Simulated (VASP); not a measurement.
Set up this calculation in VASP 6.6.1, as the native input.

| Quantity | Value |
| --- | --- |
| Task | single point |
| Functional | r2SCAN |
| Potentials or basis | VASP PAW PBE potentials, release 64 (Hf_pv) |
| Cutoff | 520 eV |
| k mesh | 12 × 12 × 20 |
| Occupations | gaussian, width 0.1 eV |
| Spin | no spin polarisation |
| Dipole correction | no |
| Further INCAR settings | ALGO = Normal; EDIFF = 1e-06; NBANDS = 17 |

The system is Hf.

```
Hf
1.0
     5.14770    0.00000    0.00000
    -2.57385    4.45804    0.00000
     0.00000    0.00000    2.71214
Hf
2
Direct
  0.33333 0.66667 0.00000
  0.66667 0.33333 0.00000
```

The cell was built by a generator and needn't be a form met in nature.

These files were run (other wordings do the same):

POSCAR

```
Hf
1.0
    5.1477029353      0.0000000000      0.0000000000
   -2.5738514677      4.4580415131      0.0000000000
    0.0000000000      0.0000000000      2.7121388337
Hf
2
Direct
    0.3333333333      0.6666666667      0.0000000000
    0.6666666667      0.3333333333      0.0000000000
```

INCAR.step1

```
SYSTEM = Hf
ALGO = Normal
EDIFF = 1E-4
ENCUT = 520
GGA = PE
ISMEAR = 0
LASPH = .TRUE.
LCHARG = .FALSE.
LREAL = .FALSE.
LWAVE = .TRUE.
NBANDS = 17
NELM = 100
PREC = Accurate
SIGMA = 0.1
```

INCAR.step2

```
SYSTEM = Hf
ALGO = Normal
EDIFF = 1E-6
ENCUT = 520
ISIF = 2
ISMEAR = 0
ISTART = 1
LASPH = .TRUE.
LCHARG = .FALSE.
LMIXTAU = .TRUE.
LREAL = .FALSE.
LWAVE = .FALSE.
METAGGA = R2SCAN
NBANDS = 17
NELM = 100
PREC = Accurate
SIGMA = 0.1
```

KPOINTS

```
k-points
0
G
  12 12 20
  0 0 0
```

Potentials or basis: VASP PAW PBE potentials, release 64 (Hf_pv).

Launch:

```bash
$ cat potpaw_PBE.64/Hf_pv/POTCAR > POTCAR
$ cp INCAR.step1 INCAR
$ mpirun -np 1 vasp_std > vasp.out
$ cp INCAR.step2 INCAR
$ mpirun -np 1 vasp_std > vasp.out
```

Results of the run:

* Pressure: -0.3 GPa
* Band gap on the k mesh: none (metal or under the smearing width)

Caveat: the PAW data sets were made with another functional, which shifts forces and pressure a little.

It took 8.4 min on 1 thread of Intel(R) Xeon(R) Platinum 8259CL CPU @ 2.50GHz (Skylake/Cascade Lake), on a shared host, peak memory 0.31 GiB.
